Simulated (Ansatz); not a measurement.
The system is SiO2.

```
Si O
1.0
    -2.83790    2.83790    5.66021
     2.83790   -2.83790    5.66021
     2.83790    2.83790   -5.66021
Si O
4 8
Direct
  0.87500 0.26362 0.88862
  0.01362 0.62500 0.88862
  0.73638 0.12500 0.11138
  0.37500 0.98638 0.11138
  0.63373 0.13373 0.50000
  0.46788 0.96788 0.93575
  0.03212 0.53212 0.06425
  0.11627 0.11627 0.00000
  0.88373 0.88373 0.00000
  0.86627 0.36627 0.50000
  0.28212 0.71788 0.00000
  0.71788 0.28212 0.00000
```

The cell comes from a database or a generator and needn't be the stable form of this composition.

```yaml
Program: Ansatz 0.2.0
Task: relaxation of cell and atoms
Functional: RPBE
Potentials_or_basis: Ansatz PAW
Cutoff: "420 eV (not typed: the program's choice for these potentials)"
k_mesh: 7 × 7 × 7
Occupations: fermi-dirac, width 0.05 eV
Spin: no spin polarisation
```

At the start: volume 15.20 Å³/atom.

Q: How do energy, volume and symmetry change on relaxing?

A: It ends after 7 steps and the volume is 15.52 Å³/atom (+2.1 %); space group I4_122 (No. 98, to 0.05 Å).

Step by step:
| step | energy change (eV) | largest force (eV/Å) | volume (Å³) |
| --- | --- | --- | --- |
| 1 | 0.0000 | 0.2043 | 182.34 |
| 2 | -0.0124 | 0.1111 | 184.06 |
| 3 | -0.0136 | 0.0186 | 185.92 |
| 4 | -0.0139 | 0.0049 | 185.85 |
| 5 | -0.0251 | 0.0048 | 185.85 |
| 6 | -0.0242 | 0.0055 | 186.24 |
| 7 | -0.0252 | 0.0055 | 186.24 |

Final structure:
```cif
data_structure
_symmetry_space_group_name_H-M 'P 1'
_symmetry_Int_Tables_number 1
_cell_length_a 6.9792
_cell_length_b 6.9792
_cell_length_c 6.9792
_cell_angle_alpha 131.589
_cell_angle_beta 131.589
_cell_angle_gamma 70.878
_cell_volume 186.24
loop_
_atom_site_label
_atom_site_type_symbol
_atom_site_fract_x
_atom_site_fract_y
_atom_site_fract_z
_atom_site_occupancy
Si1 Si 0.87500 0.26228 0.88728 1
Si2 Si 0.01228 0.62500 0.88728 1
Si3 Si 0.73772 0.12500 0.11272 1
Si4 Si 0.37500 0.98772 0.11272 1
O1 O 0.63295 0.13295 0.50000 1
O2 O 0.46931 0.96931 0.93863 1
O3 O 0.03069 0.53069 0.06137 1
O4 O 0.11705 0.11705 0.00000 1
O5 O 0.88295 0.88295 0.00000 1
O6 O 0.86705 0.36705 0.50000 1
O7 O 0.28069 0.71931 0.00000 1
O8 O 0.71931 0.28069 0.00000 1
```

Caveat: the plane-wave basis is chosen anew once the cell has moved, so the energies of steps on either side of that aren't comparable; the pressure holds a Pulay correction of +0.4 GPa for the finite cutoff; the PAW data sets come from PBE, with cores solved anew for the run's functional, which leaves a small shift of forces and pressure.
